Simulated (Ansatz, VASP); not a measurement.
# Two plane-wave programs on KI

INCAR

```
ALGO = Normal ; EDIFF = 1E-7
ENCUT = 520 ; GGA = PE
ISIF = 2 ; ISMEAR = 0
LASPH = T ; LCHARG = T
LELF = T ; LREAL = F
LVHAR = T ; LWAVE = F
NBANDS = 15 ; NELM = 60
PREC = Accurate ; SIGMA = 0.01
```

File KPOINTS:

```
k-points
0
Gamma
  4 4 4
```

The input POSCAR:

```
KI
1.0
    0.0000000000      3.9569913786      3.9569913786
    3.9569913786      0.0000000000      3.9569913786
    3.9569913786      3.9569913786      0.0000000000
K I
1 1
Direct
    0.0000000000      0.0000000000      0.0000000000
    0.2500000000      0.2500000000      0.2500000000
```

Input for Ansatz:

```yaml
crystal:
  lattice:
    - [0.0, 3.9569913786, 3.9569913786]
    - [3.9569913786, 0.0, 3.9569913786]
    - [3.9569913786, 3.9569913786, 0.0]
  atoms:
    - { symbol: K, position: [0.0, 0.0, 0.0] }
    - { symbol: I, position: [0.25, 0.25, 0.25] }
kpoints:
  mp_grid: { grid: [4, 4, 4] }
hamiltonian:
  xc: pbe
scf:
  occupations: { method: fixed }
  n_extra_bands: 4
output:
  forces: true
  stress: true
  eigenvalues: true
```

Alike in both runs: task single point; functional PBE; k mesh 4 × 4 × 4; no spin polarisation.

|  | VASP | Ansatz |
| --- | --- | --- |
| version | VASP 6.6.1 | Ansatz 0.2.0 |
| potentials or method | VASP PAW PBE potentials, release 64 (K_sv, I) | plane waves, PAW |
| plane-wave cutoff (eV) | 520 | 420 |
| occupations | gaussian, width 0.01 eV | fixed |
| valence electrons in the cell | 16 | 26 |

|  | VASP | Ansatz | Ansatz less VASP |
| --- | --- | --- | --- |
| gap on the k mesh at the Fermi level (eV) | 3.94 | 3.95 | +0.003 |
| pressure (GPa) | 0.2 | 0.2 | -0.01 |

The two sets of potentials don't hold the same shells in valence.

Caveats: spin-orbit coupling is left out, which moves the levels of the heavy elements.
